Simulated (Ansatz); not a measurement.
Input and command of a calculation in Ansatz (plane waves; scalar-relativistic PAW potentials unless the input names others):

```yaml
crystal:
  lattice:
    - [-1.5802194356, 1.6118238243, 1.5802194356]
    - [1.5802194356, -1.6118238243, 1.5802194356]
    - [1.5802194356, 1.6118238243, -1.5802194356]
  atoms:
    - { symbol: Mo, position: [0.0, 0.0, 0.0] }
basis:
  ecutwfc: 420
kpoints:
  mp_grid: { grid: [26, 26, 26] }
hamiltonian:
  xc: pbe
scf:
  occupations: { method: gaussian, width: 0.15 }
  initial_density: { chi_scale: 0.1 }
output:
  forces: true
  eigenvalues: true
  stress: true
```

```bash
ansatz run input.yaml --threads 1 --pin off --max-ram 2560MiB --backend cpu --events-out ev --progress --plain --runs-dir out
```

Abridged log:
```
Pseudopotentials: kind: paw
Pseudopotential: Mo, paw, valence charge 14, recommended cutoff 420 eV (normal)
Functional definition: PBE
Crystal: 1 atom, lattice volume = 16.099 Å³
Basis set: ecut = 420 eV, 321 PW (Γ), exchange–correlation on 40×40×40 points (8 copies of the dense FFT grid, shifted against one another)
Bands: 11, of which v1, the nominal top of the filled ones, is band 7 counted from 1 (6 counted from 0)
Symmetry: 16 space group operations
Space group: I4/mmm (ITA 139), of the structure as read, at distance tolerance 2.5e-5 Å
k-points: 1330 of 17576
Initial density: superposition of atomic densities (chi_scale 0.1, normalization cell)
Initial wavefunctions: pseudopotential atomic-orbital guess
Functional: x = pbe(κ = 0.804, μ = 0.21951497), c = pbe(β = 0.06672455)
SCF iter   1: F=—  HF=-4956.667725 eV  |F-HF|=—  |Δ(HF+E_count)|=         —  Δρ=1.07e-1  dr2=1.87e0  ethr=3.10e-3  ⟨swp⟩=4.9  Hψ=78644  notcnv=0
SCF iter   2: F=—  HF=-4956.023005 eV  |F-HF|=—  |Δ(HF+E_count)|=   6.45e-1  Δρ=3.12e-2  dr2=5.23e-2  ethr=3.10e-3  ⟨swp⟩=2.1  Hψ=38852  notcnv=0  defer=59
SCF iter   3: F=—  HF=-4956.017779 eV  |F-HF|=—  |Δ(HF+E_count)|=   5.23e-3  Δρ=1.34e-2  dr2=9.70e-3  ethr=3.74e-4  ⟨swp⟩=1.0  Hψ=15163  notcnv=0  defer=59
SCF iter   4: F=—  HF=-4956.017055 eV  |F-HF|=—  |Δ(HF+E_count)|=   7.24e-4  Δρ=5.07e-4  dr2=1.06e-5  ethr=6.93e-5  ⟨swp⟩=1.0  Hψ=14571  notcnv=0  defer=59
SCF iter   5: F=—  HF=-4956.017092 eV  |F-HF|=—  |Δ(HF+E_count)|=   3.77e-5  Δρ=1.06e-4  dr2=4.95e-7  ethr=7.55e-8  ⟨swp⟩=2.1  Hψ=23867  notcnv=0  defer=59
SCF iter   6: F=-4956.017092 eV  HF=-4956.017092 eV  |F-HF|=2.82e-8  |Δ(HF+E_count)|=   1.33e-7  Δρ=2.60e-5  dr2=4.12e-8  ethr=7.14e-10  ⟨swp⟩=5.2  Hψ=71877  notcnv=0
SCF 1 converged in 6 iterations: F = -4956.017092 eV  dr2 = 4.12e-8
SCF converged after 6 iterations
Free energy (F): -4956.017092 eV
Harris-Foulkes:  -4956.017092 eV  (|F-HF|=2.82e-8)
Internal energy: -4956.010432 eV  (E = F + TS)
E sigma→0 (E₀):  -4956.013762 eV
Entropy (-TS):   -0.006660 eV (-6.660 meV/atom)
Fermi energy:    20.381207 eV
--- Forces (eV/Å), atoms counted from 1 ---
  atom   1  Mo     0.00000000     0.00000000     0.00000000
--- Stress (GPa, compression-positive) ---
       -2.875729       0.000000       0.000000
        0.000000      -8.615560       0.000000
        0.000000       0.000000      -2.875729
  P = ⅓ Tr σ = -4.7890 GPa (-47.890 kbar)
```

Apart from outputs and empty bands, the input differs from a reference run on usual settings in scf.initial_density.chi_scale: not typed → 0.1. The reference, at the same geometry (not necessarily relaxed), gave pressure -4.79 GPa, largest force 0.000 eV/Å, no gap on the mesh. This run converged in 6 SCF iterations (reference: 6) with an energy at zero smearing within 0.01 meV/atom of the reference's, pressure -4.79 GPa, largest force 0.000 eV/Å, no gap on the mesh.

Time: 6 s on 1 thread of Intel(R) Xeon(R) 6975P-C (Granite Rapids), on a shared host, peak memory 0.56 GiB.